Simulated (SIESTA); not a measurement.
**Hf under changes of volume**

One of the cells (22.828 Å³/atom); the others are scaled copies at fixed shape and fractional positions:

```
Hf
1.0
     3.21787    0.00000    0.00000
    -1.60894    2.78676    0.00000
     0.00000    0.00000    5.09130
Hf
2
Direct
  0.66667 0.33333 0.75000
  0.33333 0.66667 0.25000
```

| Item | Value |
| --- | --- |
| Program | SIESTA 5.4.2 |
| Functional | PBE |
| Potentials or basis | PseudoDojo 0.4 standard (PBE files) |
| Basis | DZP (energy shift 0.002 Ry) |
| Grid cutoff | 800 Ry |
| Energy shift | 0.002 Ry |
| k mesh | 10 × 10 × 5 |
| Occupations | fermi-dirac, width 0.05 eV |
| Spin | no spin polarisation |

```csv
volume (Å³/atom),energy over the lowest point (meV/atom),pressure (GPa)
21.037,41.84,9.4
21.485,20.04,6.4
21.933,?,?
22.828,0.00,-1.2
23.276,6.52,-3.3
23.723,18.53,-5.1
```

Problem. What does the run at 21.933 Å³/atom give?

Solution. Energy over the lowest point 6.34 meV/atom; pressure 3.7 GPa.

Worked out: A Birch-Murnaghan fit of order 3 (a polynomial in V^(-2/3)) to the other rows has its minimum at 22.58 Å³/atom with B0 = V·E''(V) = 117 GPa and B' = 3.4 at fixed shape and positions, which overstates the stiffness. It gives 6.22 meV/atom at 21.933 Å³/atom, against the run's 6.34, and -dE/dV = 3.6 GPa, against 3.7.

Energies are extrapolated to zero smearing.

Caveats: semicore shells carry a single zeta, which can move pressures by several GPa and volumes by a few percent; the basis of atomic orbitals isn't converged, which shifts pressures, moduli and gaps.
